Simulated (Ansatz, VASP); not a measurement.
# C: VASP beside Ansatz

File INCAR:

```
SYSTEM = C
  PREC = Accurate
  ENCUT = 520
  EDIFF = 1E-6
  ISMEAR = 0
  SIGMA = 0.05
  LREAL = .FALSE.
  LASPH = .TRUE.
  NELM = 100
  ALGO = Normal
  ISIF = 2
  LWAVE = .FALSE.
  LCHARG = .FALSE.
  GGA = CA
  NBANDS = 11
```

KPOINTS

```
regular mesh
0
G
  12 12 12
  0 0 0
```

File POSCAR:

```
C
1.0
    0.0000000000      1.7096727594      1.9288528072
    1.7096727594      0.0000000000      1.9288528072
    1.7096727594      1.7096727594      0.0000000000
C
2
Direct
    0.5000000000      0.5000000000      0.5000000000
    0.7500000000      0.7500000000      0.7500000000
```

Input for Ansatz:

```yaml
crystal:
  lattice:
    - [0.0, 1.7096727594, 1.9288528072]
    - [1.7096727594, 0.0, 1.9288528072]
    - [1.7096727594, 1.7096727594, 0.0]
  atoms:
    - { symbol: C, position: [0.5, 0.5, 0.5] }
    - { symbol: C, position: [0.75, 0.75, 0.75] }
basis:
  ecutwfc: 520.0
kpoints:
  mp_grid: { grid: [12, 12, 12] }
hamiltonian:
  xc: lda
  pseudopotentials: { kind: paw, azcp: { folder: soft_1 } }
scf:
  occupations: { method: gaussian, width: 0.05 }
output:
  forces: true
  stress: true
  eigenvalues: true
```

Alike in both runs: task single point; functional LDA; k mesh 12 × 12 × 12; occupations gaussian, width 0.05 eV; no spin polarisation.

|  | VASP | Ansatz |
| --- | --- | --- |
| version | VASP 6.6.1 | Ansatz 0.2.0 |
| potentials or method | VASP PAW LDA potentials, release 64 (C) | scalar-relativistic, plane waves, PAW |
| plane-wave cutoff (eV) | 520 | 520 |
| valence electrons in the cell | 8 | 8 |

```tsv
	VASP	Ansatz	Ansatz less VASP
gap on the k mesh at the Fermi level (eV)	2.64	2.64	+0.008
least direct gap on the mesh (eV)	4.51	4.51	-0.002
pressure (GPa)	-8.6	-10.2	-1.53
largest component of the traceless stress (GPa)	83.61	83.71	+0.103
```

Ansatz warned: «pseudo_functional_mismatch».
